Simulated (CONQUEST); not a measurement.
Crystal: GaN.

```
Ga N
1.0
     3.18000    0.00000    0.00000
     0.00000    5.16600    0.00000
     0.00000    0.00000    5.50792
Ga N
4 4
Direct
  0.49878 0.49895 0.83897
  0.99878 0.49895 0.33897
  0.49673 0.01059 0.17300
  0.99673 0.01059 0.67300
  0.00742 0.87619 0.33512
  0.50742 0.87619 0.83512
  0.48583 0.37421 0.16710
  0.98583 0.37421 0.66710
```

The cell isn't the ideal one: atoms moved at random, drawn with an rms of 0.05 Å.

Base run:

```yaml
Program: CONQUEST 1.3
Functional: PBE
Potentials_or_basis: PseudoDojo NC PBE, SZ, grid cutoff 150 Ha
k_mesh: 5 × 4 × 3
Occupations: fermi-dirac, width 0.05 eV
Spin: no spin polarisation
```

Its results: band gap on the k mesh 1.91 eV; pressure 18.8 GPa; largest force 1.940 eV/Å.

After a change of settings the same cell gave: band gap on the k mesh 1.96 eV; pressure 11.7 GPa; largest force 1.668 eV/Å. Which change was it?
A. potentials or basis from PseudoDojo NC PBE, SZ, grid cutoff 150 Ha to PseudoDojo NC PBE, DZ, grid cutoff 150 Ha
B. potentials or basis from PseudoDojo NC PBE, SZ, grid cutoff 150 Ha to PseudoDojo NC PBE, SZP, grid cutoff 150 Ha
C. potentials or basis from PseudoDojo NC PBE, SZ, grid cutoff 150 Ha to PseudoDojo NC PBE, DZP, grid cutoff 150 Ha

C.

Caveats: the basis of atomic orbitals isn't converged, which shifts pressures, moduli and gaps; the atomic basis is small (some runs); the box holds several primitive cells, so bands are folded and the points are those of the box's own zone (some runs); an odd mesh through Γ misses points on the zone boundary, where band edges often lie (some runs).
